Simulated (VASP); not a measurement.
# Dielectric function of BN

Wanted: where BN absorbs light, and how strongly it screens. The cell is of the wurtzite type, one of the forms listed for this formula. The start is a cell from a database of measured crystal structures.

Calculated with VASP 6.6.1; PBE; plane waves and PAW (N, B), in the first sound run; inputs show where later runs differ.

This is a report of a sequence of runs, with most program output left out.

The database entry behind the starting cell has ideal inner coordinates that were not refined, so it need not match the best structure at ambient conditions.

### 1. The structure

The structure is hexagonal, space group P6_3mc (No. 186). Conventional cell: a = 2.536 Å, b = 2.536 Å, c = 4.199 Å, α = 90.00°, β = 90.00°, γ = 120.00°. N has 4 B at 1.56 to 1.57 Å nearest. Nearest to B lie 4 N at 1.56 to 1.57 Å. Farther neighbours and most contacts between anions are not listed.

### 2. Ground state

The ground state comes first.

INCAR

```
SYSTEM = BN
PREC = Accurate
ENCUT = 520
EDIFF = 1E-07
NELM = 100
ISMEAR = 0
SIGMA = 0.05
LREAL = .FALSE.
ALGO = Normal
GGA = PE
NBANDS = 14
LORBIT = 11
LWAVE = .FALSE.
LCHARG = .FALSE.
KPAR = 4
```

POSCAR

```
BN
1.0
    2.5360000000      0.0000000000      0.0000000000
   -1.2680000000      2.1962404240      0.0000000000
    0.0000000000      0.0000000000      4.1990000000
N B
2 2
Direct
    0.3333333333      0.6666666667      0.8750000000
    0.6666666667      0.3333333333      0.3750000000
    0.3333333333      0.6666666667      0.5000000000
    0.6666666667      0.3333333333      0.0000000000
```

KPOINTS

```
Automatic mesh
0
Gamma
10 10 5
0 0 0
```

The projector-augmented-wave data sets are N and B (PBE family, release 64).

Launch:

```
$ mpirun -np 4 vasp_std
```

It took 4.2 s on 4 MPI ranks of Intel Xeon Platinum 8488C (Sapphire Rapids), shared host; peak memory 0.51 GiB; 15 s of CPU time.

The gap is read on the k-mesh alone, so it is an upper bound where the band edges lie off the mesh.

A gap read on the k-mesh alone can miss the band edges.

This step gave:

```yaml
free_energy_toten: -34.82 eV
fermi_energy: 7.960 eV
pressure: 8.275 GPa
gap_on_the_k_mesh: 5.397 eV
least_direct_gap_on_the_k_mesh: 8.348 eV
```

The cell has a gap of 5.40 eV on this mesh and a pressure of +8.3 GPa, which holds the misfit of the given cell and coordinates with this functional, and any error of cutoff, mesh and data sets. Forces of up to 0.059 eV/Å remain in these settings.

### 3. Spectrum

LOPTICS sums the direct transitions; the mesh is finer and NBANDS larger than for the ground state.

INCAR, as its differences from that of step 2:

```diff
@@ -10,4 +10,3 @@
 GGA = PE
-NBANDS = 14
-LORBIT = 11
+NBANDS = 20
 LWAVE = .FALSE.
@@ -15 +14,4 @@
 KPAR = 4
+LOPTICS = .TRUE.
+NEDOS = 2000
+CSHIFT = 0.15
```

POSCAR is that of step 2.

KPOINTS

```
Automatic mesh
0
Gamma
14 14 8
0 0 0
```

Launch:

```
$ mpirun -np 4 vasp_std
```

The job ended after 10 s (4 MPI ranks; peak memory 0.81 GiB).

These are independent-particle spectra without excitons or local fields, and fine structure depends on the mesh and on CSHIFT.

This step gave:

```yaml
fermi_energy: 7.886 eV
pressure: 8.276 GPa
gap_on_the_k_mesh: 5.306 eV
least_direct_gap_on_the_k_mesh: 8.360 eV
```

Absorption under the direct gap is the tail of the CSHIFT broadening, and fine structure depends on the mesh. The imaginary dielectric function by photon energy; read off at these points:

```
photon energy (eV)       xx       zz
              0.00        0        0
              0.50  0.00343  0.00386
              1.00  0.00686  0.00785
              1.50   0.0106   0.0119
              2.00   0.0144   0.0164
              2.50   0.0186   0.0213
              3.00   0.0234   0.0269
              3.50   0.0287   0.0332
              4.00   0.0349   0.0406
              4.50   0.0423   0.0497
              5.00   0.0513   0.0609
              5.50   0.0624   0.0754
              6.00   0.0769   0.0947
              6.50   0.0962    0.122
              7.00    0.123    0.163
              7.50    0.165    0.232
              8.00    0.237    0.378
              8.50    0.462     1.05
              9.00     1.06     2.94
              9.50     2.27     5.51
             10.00     4.70     8.90
             10.50     12.1     14.1
             10.64     13.5     13.2
             11.00     12.2     13.3
             11.32     14.9     11.2
             11.50     13.5     9.49
             12.00     10.5     7.71
             12.50     10.1     8.56
             13.00     7.69     8.28
             13.39     7.55     9.61
             13.50     7.54     9.33
             14.00     7.22     7.87
             14.50     7.20     5.94
             15.00     5.84     4.76
             15.50     4.52     5.10
             16.00     3.74     3.29
             16.50     3.84     3.25
             17.00     2.65     2.56
             17.50     2.69     2.16
             18.00     2.24     1.89
             18.50     1.93     1.42
             19.00     1.80     1.48
             19.50     1.66     1.55
             20.00     1.40     1.73
             20.50     1.32     1.54
             21.00     1.28     1.36
             21.50     1.07     1.22
             22.00     1.11     1.60
             22.50     1.17     1.09
             23.00    0.985     1.02
             23.50    0.996    0.947
             24.00     1.07    0.790
             24.50    0.871    0.790
```

Table of real dielectric function by photon energy:

```
photon energy (eV)      xx      zz
               0.0    4.56    4.73
               0.5    4.57    4.74
               1.0    4.58    4.76
               1.5    4.61    4.79
               2.0    4.65    4.84
               2.5    4.71    4.90
               3.0    4.78    4.98
               3.5    4.86    5.08
               4.0    4.97    5.20
               4.5    5.10    5.35
               5.0    5.25    5.54
               5.5    5.44    5.76
               6.0    5.67    6.04
               6.5    5.96    6.40
               7.0    6.32    6.87
               7.5    6.79    7.51
               8.0    7.45    8.48
               8.5    8.42    10.2
               9.0    9.66    11.4
               9.5    11.3    12.6
              10.0    13.3    11.0
              10.5    13.0    7.35
              11.0    7.35    3.56
              11.5    3.01   0.511
              12.0   0.576   0.932
              12.5   -1.19  -0.357
              13.0  -0.756    1.39
              13.5  -0.412   -1.20
              14.0   -1.20   -2.16
              14.5   -1.96   -2.85
              15.0   -3.35   -2.80
              15.5   -2.86   -2.52
              16.0   -2.73   -2.93
              16.5   -2.41   -2.47
              17.0   -2.46   -2.72
              17.5   -1.97   -2.16
              18.0   -2.03   -1.88
              18.5   -1.70   -1.45
              19.0   -1.57   -1.02
              19.5   -1.61   -1.07
              20.0   -1.21  -0.779
              20.5   -1.23   -1.04
              21.0   -1.06  -0.912
              21.5  -0.935  -0.634
              22.0  -0.713  -0.876
              22.5  -0.794   -1.03
              23.0  -0.673  -0.554
              23.5  -0.647  -0.733
              24.0  -0.584  -0.630
              24.5  -0.594  -0.402
```

### 4. Static response with local fields

Perturbation theory (LEPSILON) gives the dielectric tensor with local fields, and the Born charges.

INCAR

```
SYSTEM = BN
PREC = Accurate
ENCUT = 520
EDIFF = 1E-08
NELM = 100
ISMEAR = 0
SIGMA = 0.01
LREAL = .FALSE.
ALGO = Normal
GGA = PE
NBANDS = 14
LWAVE = .FALSE.
LCHARG = .FALSE.
KPAR = 4
LEPSILON = .TRUE.
```

POSCAR is that of step 3.

KPOINTS is that of step 3.

Launch:

```
$ mpirun -np 4 vasp_std
```

Elapsed: 83 s, on 4 MPI ranks; peak memory 1.6 GiB.

Energies printed during the response cycles are not total energies of the cell.

This step gave:

| Property | Result |
| --- | --- |
| Fermi energy | 7.756 eV |
| gap on the k-mesh | 5.305 eV |

Electronic dielectric tensor with local fields:

```
4.53 0.00 0.00
0.00 4.53 0.00
0.00 0.00 4.70
```

Born effective charge (e), principal values of the symmetric part by kind of site:

```
atom  atoms with these values    low  middle   high   mean
  N1                        2  -1.93   -1.83  -1.83  -1.87
  B3                        2   1.83    1.83   1.93   1.87
```

In full for N1:

```
-1.83  0.00  0.00
 0.00 -1.83  0.00
 0.00  0.00 -1.93
```

Piezoelectric tensor with clamped ions (C/m²), by row:

```
field      xx      yy      zz  xy     yz     zx
    x       0       0       0   0      0  0.612
    y       0       0       0   0  0.612      0
    z  0.5115  0.5115  -1.064   0      0      0
```

The mean electronic (clamped-ion) dielectric constant is 4.59.

### 5. Spectrum at r2SCAN

This step: r2SCAN; plane waves and PAW (N, B) (VASP 6.6.1).

The spectrum is made again with r2SCAN.

INCAR

```
SYSTEM = BN
PREC = Accurate
ENCUT = 520
EDIFF = 1E-07
NELM = 100
ISMEAR = 0
SIGMA = 0.05
LREAL = .FALSE.
ALGO = Normal
METAGGA = R2SCAN
LASPH = .TRUE.
NBANDS = 20
LWAVE = .FALSE.
LCHARG = .FALSE.
KPAR = 4
LOPTICS = .TRUE.
NEDOS = 2000
CSHIFT = 0.15
```

POSCAR is that of step 4.

KPOINTS is that of step 4.

Launch:

```
$ mpirun -np 4 vasp_std
```

It took 38 s on 4 MPI ranks; peak memory 0.83 GiB.

The PAW data sets were made with PBE, which is usual practice but a small mismatch for other functionals.

Numbers from this step:

- free energy (TOTEN): -38.26 eV
- Fermi energy: 7.715 eV
- pressure: 4.496 GPa
- gap on the k-mesh: 5.839 eV
- least direct gap on the k-mesh: 9.042 eV

Absorption under the direct gap is the tail of the CSHIFT broadening, and fine structure depends on the mesh. Table of imaginary dielectric function by photon energy; read off at these points:

```
photon energy (eV)       xx       zz
              0.00        0        0
              0.50  0.00274  0.00310
              1.00  0.00556  0.00628
              1.50  0.00851  0.00962
              2.00   0.0116   0.0131
              2.50   0.0149   0.0169
              3.00   0.0185   0.0211
              3.50   0.0226   0.0259
              4.00   0.0273   0.0314
              4.50   0.0326   0.0379
              5.00   0.0390   0.0457
              5.50   0.0466   0.0553
              6.00   0.0562   0.0677
              6.50   0.0683   0.0838
              7.00   0.0843    0.106
              7.50    0.106    0.139
              8.00    0.139    0.191
              8.50    0.191    0.290
              9.00    0.314    0.595
              9.50    0.745     2.26
             10.00     1.58     4.17
             10.50     3.33     8.60
             11.00     7.38     11.3
             11.20     10.5     13.4
             11.50     12.3     11.5
             12.00     13.1     11.4
             12.13     14.2     10.2
             12.50     12.5     8.71
             13.00     9.89     8.19
             13.50     8.39     6.44
             14.00     7.41     8.35
             14.26     7.27     9.21
             14.50     7.58     8.18
             15.00     7.05     7.31
             15.50     7.23     5.81
             16.00     5.28     4.42
             16.50     4.20     4.95
             17.00     3.56     3.10
             17.50     3.49     3.12
             18.00     2.55     2.53
             18.50     2.47     2.09
             19.00     2.29     1.89
             19.50     1.91     1.42
             20.00     1.75     1.44
             20.50     1.70     1.67
             21.00     1.33     1.54
             21.50     1.40     1.54
             22.00     1.25     1.32
             22.50     1.13     1.13
             23.00    0.970     1.33
             23.50     1.12     1.27
             24.00    0.960    0.956
             24.50    0.942    0.919
```

Table of real dielectric function by photon energy:

```
photon energy (eV)      xx      zz
               0.0    4.29    4.45
               0.5    4.29    4.45
               1.0    4.31    4.47
               1.5    4.33    4.49
               2.0    4.36    4.53
               2.5    4.41    4.58
               3.0    4.46    4.64
               3.5    4.53    4.72
               4.0    4.61    4.82
               4.5    4.71    4.93
               5.0    4.83    5.07
               5.5    4.98    5.24
               6.0    5.15    5.44
               6.5    5.35    5.69
               7.0    5.60    6.01
               7.5    5.92    6.41
               8.0    6.32    6.95
               8.5    6.86    7.72
               9.0    7.64    9.01
               9.5    8.70    10.5
              10.0    10.0    11.3
              10.5    11.6    10.9
              11.0    13.6    10.6
              11.5    8.27    5.13
              12.0    6.98    1.12
              12.5    1.62    1.05
              13.0    1.27    1.88
              13.5   -1.11   0.427
              14.0  -0.261    1.20
              14.5  -0.317   -1.69
              15.0  -0.908   -2.35
              15.5   -2.01   -2.47
              16.0   -3.17   -2.59
              16.5   -2.69   -2.51
              17.0   -2.52   -2.69
              17.5   -2.13   -2.28
              18.0   -2.36   -2.57
              18.5   -1.67   -1.97
              19.0   -1.86   -1.67
              19.5   -1.66   -1.40
              20.0   -1.56   -1.06
              20.5   -1.45   -1.01
              21.0   -1.23  -0.621
              21.5   -1.06  -0.879
              22.0   -1.01  -0.881
              22.5  -0.930  -0.746
              23.0  -0.778  -0.669
              23.5  -0.633  -0.935
              24.0  -0.719  -0.748
              24.5  -0.547  -0.606
```

### 6. Spectrum at LDA

This step: LDA; plane waves and PAW (N, B) (VASP 6.6.1).

The spectrum is made again with LDA.

INCAR, as its differences from that of step 5:

```diff
@@ -9,4 +9,3 @@
 ALGO = Normal
-METAGGA = R2SCAN
-LASPH = .TRUE.
+GGA = CA
 NBANDS = 20
```

POSCAR is that of step 5.

KPOINTS is that of step 5.

Launch:

```
$ mpirun -np 4 vasp_std
```

Wall time 10 s (4 MPI ranks); peak memory 0.78 GiB; 38 s of CPU time.

The PAW data sets were made with PBE, though LDA sets exist; this is a small mismatch.

Numbers from this step:

| Quantity | Value |
| --- | --- |
| free energy (TOTEN) | -38.52 eV |
| Fermi energy | 7.635 eV |
| pressure | -4.550 GPa |
| gap on the k-mesh | 5.080 eV |
| least direct gap on the k-mesh | 8.243 eV |

The imaginary dielectric function has structure finer than the step of the table below, so its rows give means over 1 eV, whole bins alone (the curve runs from 0 to 25 eV). Peaks (eV: height): xx 11.3: 14.7; zz 10.4: 14.1, 13.3: 9.63.

Absorption under the direct gap is the tail of the CSHIFT broadening, and fine structure depends on the mesh. Imaginary dielectric function against photon energy; means over each step:

```
photon energy (eV)       xx       zz
                 1  0.00715  0.00807
                 2   0.0149   0.0169
                 3   0.0243   0.0278
                 4   0.0364   0.0422
                 5   0.0537   0.0638
                 6   0.0814    0.101
                 7    0.134    0.179
                 8    0.296    0.552
                 9     1.36     3.49
                10     6.86     10.7
                11     13.2     11.8
                12     11.1     8.48
                13     7.97     8.30
                14     7.48     7.50
                15     5.75     5.08
                16     3.95     3.55
                17     2.82     2.56
                18     2.23     1.76
                19     1.81     1.58
                20     1.42     1.62
                21     1.20     1.31
                22     1.14     1.36
                23     1.03    0.966
                24    0.963    0.810
```

Table of real dielectric function by photon energy:

```
photon energy (eV)      xx      zz
                 0    4.60    4.77
                 1    4.63    4.80
                 2    4.70    4.88
                 3    4.83    5.03
                 4    5.03    5.26
                 5    5.32    5.60
                 6    5.76    6.13
                 7    6.44    7.00
                 8    7.65    8.75
                 9    10.0    11.7
                10    13.5    11.0
                11    7.30    1.98
                12   0.758    1.38
                13  -0.611    1.33
                14   -1.06   -2.27
                15   -3.36   -2.49
                16   -2.53   -2.72
                17   -2.27   -2.54
                18   -1.93   -1.87
                19   -1.50  -0.888
                20   -1.25   -1.08
                21   -1.06  -0.917
                22  -0.693   -1.03
                23  -0.676  -0.634
                24  -0.711  -0.554
                25  -0.661  -0.584
```

### 7. Spectrum, one more run

This step: PBE; plane waves and PAW (N, B) (VASP 6.6.1).

This run repeats the step with a slip in the input.

INCAR, as its differences from that of step 6:

```diff
@@ -9,3 +9,3 @@
 ALGO = Normal
-GGA = CA
+GGA = PE
 NBANDS = 20
@@ -16,2 +16,2 @@
 NEDOS = 2000
-CSHIFT = 0.15
+CSHIFT = 2
```

POSCAR is that of step 6.

KPOINTS is that of step 6.

Launch:

```
$ mpirun -np 4 vasp_std
```

The job ended after 9.4 s (4 MPI ranks; peak memory 0.81 GiB).

Convergence was reached, but on settings outside the sound range, so the numbers are no properties of the crystal.

Energy and pressure equal those of the sound run on this cell, within 0.05 meV an atom and 0.01 GPa.

The fault in the input: broadening far too wide (CSHIFT = 2.0). 

### 8. Outcome

| Property | Result |
| --- | --- |
| PBE, independent particles | eps xx at zero frequency 4.56, centre of weight of eps2 xx, over the range kept, at 13.81 eV, mesh 14×14×8 |
| r2SCAN, independent particles | eps xx at zero frequency 4.29, centre of weight of eps2 xx, over the range kept, at 14.54 eV, mesh 14×14×8 |
| LDA, independent particles | eps xx at zero frequency 4.60, centre of weight of eps2 xx, over the range kept, at 13.73 eV, mesh 14×14×8 |
| PBE, with local fields | eps 4.53, 4.53, 4.70 |

**Reading.** Local fields, and the bands above those summed, take the mean static value from 4.62 to 4.59. Excitons and quasiparticle shifts are absent, so the onset tends to lie too low and its shape can differ. The given cell is kept, although it stands at +8.3 GPa at PBE and ENCUT = 520 eV, which holds the mismatch of the given cell with this functional and any basis-set error. The run with broadening far too wide isn't used: the broadening washes out the structure.

[Lines on the potential files, build, host, timing and source positions are cut from VASP's logs without a mark.]

[Logs are printed without paths, hosts, clocks, repeated set-up lines and the standing remarks that a program may print on its own settings, such as how far it seeks lower states.]

[Hosts, paths, dates, database ids (printed as entryN), source tags and the programs' standing remarks are cut or masked in the printed files.]
